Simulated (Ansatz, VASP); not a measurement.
**One calculation of Fe, two programs**

```xyz
1
Lattice="-1.4135 1.4135 1.4135 1.4135 -1.4135 1.4135 1.4135 1.4135 -1.4135" Properties=species:S:1:pos:R:3 pbc="T T T"
Fe    0.0000    0.0000    0.0000
```

Change from the starting cell: volume scaled by 0.94.

Alike in both runs: task single point; functional r2SCAN; k mesh 13 × 13 × 13; occupations fermi-dirac, width 0.05 eV; collinear spin, ferromagnetic start.

|  | VASP | Ansatz |
| --- | --- | --- |
| version | VASP 6.6.1 | Ansatz 0.2.0 |
| potentials or method | VASP PAW PBE potentials, release 64 (Fe) | Ansatz PAW |
| plane-wave cutoff (eV) | 520 | 500 |
| valence electrons in the cell | 8 | 16 |

VASP gave:

| Quantity | Value |
| --- | --- |
| gap on the k mesh at the Fermi level (eV) | none |
| pressure (GPa) | 8.7 |
| net moment per atom (μB) | 2.64 |
| size of the moment on the site where the two differ most (μB) | 2.69 |

Task: Estimate Ansatz's values.

Result: gap on the k mesh at the Fermi level (eV): none; pressure (GPa): 9.1; net moment per atom (μB): 2.64; size of the moment on the site where the two differ most (μB): 2.78.

Site moments also hang on the region over which each program counts them. A gap of «none» marks a metal or a gap that the smearing closes. The two sets of potentials don't hold the same shells in valence.

Caveats: the PAW data sets were made with another functional, which shifts forces and pressure a little (VASP); the magnetic or orbital state may not be the lowest (Ansatz); the PAW data sets come from PBE, with cores solved anew for the run's functional, which leaves a small shift of forces and pressure (Ansatz).
